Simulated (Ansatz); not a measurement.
A plane-wave DFT run in Ansatz 0.2.0 (scalar-relativistic PAW potentials unless the input names others): input and command.

```yaml
crystal:
  lattice:
    - [2.8947630652, -0.069158162, -0.069158162]
    - [-0.069158162, 2.8947630652, -0.069158162]
    - [-0.069158162, -0.069158162, 2.8947630652]
  atoms:
    - { symbol: Al, position: [0.0, 0.0, 0.0] }
    - { symbol: Ni, position: [0.5, 0.5, 0.5] }
basis:
  ecutwfc: 420
kpoints:
  mp_grid: { grid: [15, 15, 15] }
hamiltonian:
  xc: pbe
scf:
  occupations: { method: gaussian, width: 0.15 }
  n_extra_bands: 2
output:
  forces: true
  eigenvalues: true
  stress: true
```

```bash
ansatz run input.yaml --threads 1 --pin off --max-ram 2560MiB --backend cpu --events-out ev --progress --plain --runs-dir out
```

Abridged log:
```
Basis set: ecut = 420 eV, 461 PW (Γ), exchange–correlation on 40×40×40 points (8 copies of the dense FFT grid, shifted against one another)
Bands: 13, of which v1, the nominal top of the filled ones, is band 11 counted from 1 (10 counted from 0)
Symmetry: 12 space group operations
k-points: 344 of 3375
SCF iter   1: F=—  HF=-6378.465828 eV  |F-HF|=—  |Δ(HF+E_count)|=         —  Δρ=2.16e-3  dr2=6.56e-4  ethr=1.77e-3  ⟨swp⟩=4.1  Hψ=20808  notcnv=0
SCF iter   2: F=—  HF=-6378.465858 eV  |F-HF|=—  |Δ(HF+E_count)|=   3.03e-5  Δρ=1.14e-3  dr2=2.16e-4  ethr=3.12e-6  ⟨swp⟩=2.2  Hψ=10210  notcnv=0
SCF iter   3: F=—  HF=-6378.465868 eV  |F-HF|=—  |Δ(HF+E_count)|=   1.01e-5  Δρ=6.26e-5  dr2=8.30e-7  ethr=1.03e-6  ⟨swp⟩=1.6  Hψ=5442  notcnv=0
SCF iter   4: F=—  HF=-6378.465930 eV  |F-HF|=—  |Δ(HF+E_count)|=   6.15e-5  Δρ=2.48e-5  dr2=8.18e-8  ethr=3.95e-9  ⟨swp⟩=2.0  Hψ=6928  notcnv=0
SCF iter   5: F=-6378.465930 eV  HF=-6378.465930 eV  |F-HF|=2.09e-9  |Δ(HF+E_count)|=   6.93e-9  Δρ=5.04e-6  dr2=2.05e-9  ethr=3.89e-10  ⟨swp⟩=2.4  Hψ=7306  notcnv=0
SCF iter   6: F=-6378.465930 eV  HF=-6378.465930 eV  |F-HF|=2.82e-11  |Δ(HF+E_count)|=  3.80e-10  Δρ=1.18e-6  dr2=1.36e-10  ethr=9.76e-12  ⟨swp⟩=2.0  Hψ=14473  notcnv=0
SCF 1 converged in 6 iterations: F = -6378.465930 eV  dr2 = 1.36e-10
SCF converged after 6 iterations
Free energy (F): -6378.465930 eV
Harris-Foulkes:  -6378.465930 eV  (|F-HF|=2.82e-11)
Internal energy: -6378.455900 eV  (E = F + TS)
E sigma→0 (E₀):  -6378.460915 eV
Entropy (-TS):   -0.010030 eV (-5.015 meV/atom)
Fermi energy:    13.773018 eV
--- Forces (eV/Å), atoms counted from 1 ---
  atom   1  Al     0.00000000     0.00000000     0.00000000
  atom   2  Ni     0.00000000     0.00000000     0.00000000
--- Stress (GPa, compression-positive) ---
        1.059590       6.527492       6.527492
        6.527492       1.059590       6.527492
        6.527492       6.527492       1.059590
  P = ⅓ Tr σ = 1.0596 GPa (10.596 kbar)
```

Apart from outputs, the input differs from a reference run on usual settings in kpoints.mp_grid.grid: [22, 22, 22] → [15, 15, 15]; scf.n_extra_bands: not typed → 2. The reference, at the same geometry (not necessarily relaxed), gave pressure 1.06 GPa, largest force 0.000 eV/Å, no gap on the mesh. This run converged in 6 SCF iterations (reference: 6) with an energy at zero smearing 0.45 meV/atom above the reference's, pressure 1.06 GPa, largest force 0.000 eV/Å, no gap on the mesh. Its k mesh is looser than usual, yet energy, pressure and forces hardly moved.

Time: 1.8 s on 1 thread of AMD EPYC 9R45 96-Core Processor (Zen 5) (shared host), peak memory 0.43 GiB.